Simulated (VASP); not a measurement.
Input of a VASP 6.6.1 run:

INCAR

```
SYSTEM = PbS
PREC = Accurate ; ENCUT = 300
EDIFF = 1E-7 ; ISMEAR = 0
SIGMA = 0.03 ; LREAL = .FALSE.
LASPH = .TRUE. ; NELM = 80
ALGO = Normal ; ISIF = 2
LWAVE = .FALSE. ; LCHARG = .FALSE.
GGA = PE ; IBRION = 2
NSW = 40 ; EDIFFG = -0.01
```

KPOINTS

```
regular mesh
0
G
  4 4 4
  0 0 0
```

POSCAR

```
PbS                                     
1.0
   -0.0000000000      3.0364261396      3.0364261396
    3.0364261396     -0.0000000000      3.0364261396
    3.0364261396      3.0364261396      0.0000000000
  Pb              S             
     1     1
Direct
     0.0000000000000000    1.0000000000000000    0.0000000000000000
     0.5000000000000000    0.5000000000000000    0.5000000000000000
```

Potentials or basis: VASP PAW PBE potentials, release 64 (Pb, S).

Command:

```sh
$ cat potpaw_PBE.64/Pb/POTCAR potpaw_PBE.64/S/POTCAR > POTCAR
$ mpirun -np 1 vasp_std > vasp.out
```

(1) Predict the band gap on the k mesh.

Results:

(1) 0.60 eV, direct.

Caveat: the k mesh is coarse (spacing up to 0.45 Å⁻¹), so the values aren't converged; the relaxation stopped at its first step, so nothing moved; spin-orbit coupling is left out, which as a rule narrows the gap of such compounds by several tenths of an eV.
